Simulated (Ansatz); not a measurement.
Runs of Ansatz 0.2.0 on GaP. The structure is cubic, space group F-43m (No. 216). Conventional cell: a = 5.451 Å, b = 5.451 Å, c = 5.451 Å, α = 90.00°, β = 90.00°, γ = 90.00°. Ga (site symmetry -43m) has 4 P at 2.36 Å as nearest neighbours. P (site symmetry -43m) has 4 Ga at 2.36 Å as nearest neighbours. 

```csv
task,level,spin,cell,k mesh,points for each segment of the path,mesh quality,gap on the mesh (eV),pressure (GPa),relaxed volume (Å³/atom)
relaxation of cell and atoms,PBE0,off,relaxed,4 × 4 × 4,-,coarse,(d),0.0,20.44
single point,PBE0,"SOC, no magnetisation",as given,4 × 4 × 4,-,coarse,(b),0.9,-
band structure,PBE0,off,as given,4 × 4 × 4,4,coarse,2.99,0.9,-
relaxation of cell and atoms,HSE06,off,relaxed,4 × 4 × 4,-,coarse,2.33,0.0,20.50
relaxation of cell and atoms,BLYP+D4,off,relaxed,8 × 8 × 8,-,not flagged,1.68,0.0,20.13
relaxation of cell and atoms,revPBE+D3(BJ),off,relaxed,8 × 8 × 8,-,not flagged,1.68,0.0,(a)
relaxation of cell and atoms,B3LYP,off,relaxed,4 × 4 × 4,-,coarse,2.62,0.0,21.23
band structure,HSE03,off,as given,4 × 4 × 4,4,coarse,2.13,(c),-
```

Alike in all rows: potentials or basis Ansatz PAW; cutoff (eV) 420; smearing fermi-dirac 0.05 eV.

Q: Fill in the values left out.

A: (a) 19.90; (b) 2.96; (c) 1.4; (d) 3.01.

Caveats: some runs use coarse meshes; the PAW data sets come from PBE, with cores solved anew for the run's functional, which leaves a small shift of forces and pressure; the plane-wave basis is chosen anew once the cell has moved, so the energies of steps on either side of that aren't comparable (some runs); the thresholds are loose for stress (some runs).

A k mesh can miss the band edges, and rows without SOC leave out spin-orbit coupling on Ga.
